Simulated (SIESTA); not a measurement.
Runs of SIESTA 5.4.2 on TiC. It takes space group Fm-3m (No. 225, cubic). Conventional cell: a = 4.331 Å, b = 4.331 Å, c = 4.331 Å, α = 90.00°, β = 90.00°, γ = 90.00°. Around Ti (site symmetry m-3m) lie 6 C at 2.17 Å. C (site symmetry m-3m) has 6 Ti at 2.17 Å as nearest neighbours. The cell is a database's computed one.

```tsv
level	potentials or basis	gap on the mesh (eV)	pressure (GPa)
AM05	PseudoDojo 0.4 standard (PBEsol files), DZP (energy shift 0.003 Ry; two zetas on semicore shells)	none	(a)
BLYP	PseudoDojo 0.4 standard (PBE files), DZP (energy shift 0.003 Ry; two zetas on semicore shells)	none	10.5
PBEsol	PseudoDojo 0.4 standard (PBEsol files), DZP (energy shift 0.003 Ry; two zetas on semicore shells)	none	-5.4
vdW-DF-cx	PseudoDojo 0.4 standard (PBE files), DZP (energy shift 0.003 Ry; two zetas on semicore shells)	none	-3.8
```

Alike in all rows: task band structure; no spin polarisation; cell as given; k mesh 11 × 11 × 11; smearing fermi-dirac 0.05 eV; grid cutoff 800 Ry; energy shift 0.003 Ry.

**Question.** Fill in the values left out.

**Answer.** (a) -6.3.

Caveats: the basis of atomic orbitals isn't converged, which shifts pressures, moduli and gaps; the potentials were made for another functional, which shifts forces and pressure (some runs).

A gap of «none» marks a metal or a gap under the smearing width.
